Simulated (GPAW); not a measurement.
FeSi2 (Linzhiite):

```
CELL_PARAMETERS angstrom
2.68400 0.00000 0.00000
0.00000 2.68400 0.00000
0.00000 0.00000 5.12800
ATOMIC_POSITIONS crystal
Fe 0.00000 0.00000 0.00000
Si 0.50000 0.50000 0.73000
Si 0.50000 0.50000 0.27000
```

- Program: GPAW 26.7.0
- Task: relaxation of cell and atoms
- Functional: PBEsol
- Dispersion: D4
- Potentials or basis: PAW data sets generated in the run's folder for this functional
- Cutoff: 600 eV
- Basis: pw
- k mesh: 7 × 7 × 4
- Occupations: fermi-dirac, width 0.05 eV
- Spin: collinear spin, ferromagnetic start
- Starting moments: [3.0, 0.0, 0.0] μB

At the start: pressure -2.3 GPa; volume 12.31 Å³/atom.

Q: Where does the relaxation end?

A: Over 5 steps the energy falls by 3.2 meV/atom and the volume is 12.15 Å³/atom (-1.3 %); space group P4/mmm (No. 123, to 0.05 Å); moment 0.12 μB per cell.

Step by step:
```csv
step,energy change (eV),largest force (eV/Å),pressure (GPa),volume (Å³)
1,0.0000,0.3946,-2.29,36.94
2,-0.0051,0.2265,-2.02,36.85
3,-0.0090,0.0806,-1.01,36.61
4,-0.0093,0.0567,-0.70,36.56
5,-0.0096,0.0003,0.01,36.45
```

Final structure:
```yaml
crystal:
  lattice:
    - [2.67566, 0.00000, 0.00000]
    - [0.00000, 2.67566, 0.00000]
    - [0.00000, 0.00000, 5.09080]
  atoms:
    - { symbol: Fe, position: [0.00000, 0.00000, 0.00000] }
    - { symbol: Si, position: [0.50000, 0.50000, 0.72735] }
    - { symbol: Si, position: [0.50000, 0.50000, 0.27265] }
```

Caveat: each step starts from the last one's moments, so a moment once lost doesn't come back; later steps reuse the first step's grids; pairwise dispersion overbinds metals, which lowers pressure and volume.
